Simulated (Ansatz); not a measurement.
## Exact exchange and the electronic atomisation energy of C2H4O2 (acetic acid)

The species is C2H4O2 (8 atoms), meant as a singlet with charge 0. SMILES: `CC(=O)O`. The coordinates come from a PBE0-D4/def2-TZVP relaxation. This is one conformer, not always the lowest.

The electronic atomisation energy y, in eV, basis 6-311+G(d,p); a is the functional's share of exact exchange. Programs: Ansatz 0.2.0.

| functional | program | a | y (eV) |
| --- | --- | --- | --- |
| BLYP | Ansatz | 0 | 34.50 |
| PBE | Ansatz | 0 | 35.66 |
| B3LYP | Ansatz | 0.2 | 34.33 |
| PBE0 | Ansatz | 0.25 | ? |
| BHLYP | Ansatz | 0.5 | 32.87 |

Question: Fit y = c + s·a to the known rows and predict PBE0.

Answer: 
1. Means of the 4 rows: a = 0.1750, y = 34.340.
2. Σ(Δa)² = 0.1675, Σ(Δa·Δy) = -0.737, so the slope is -0.737/0.1675 = -4.4.
3. Intercept: 34.340 − (-4.4) × 0.1750 = 35.110. The largest residual of the fit is 0.61.
4. PBE0: 35.110 + (-4.4) × 0.25 = 34.01 eV.

The run gave 34.62 eV, so the prediction is off by -0.61 eV, about the scatter of the fit. The rows mix families of semi-local functionals, which the line can't see.
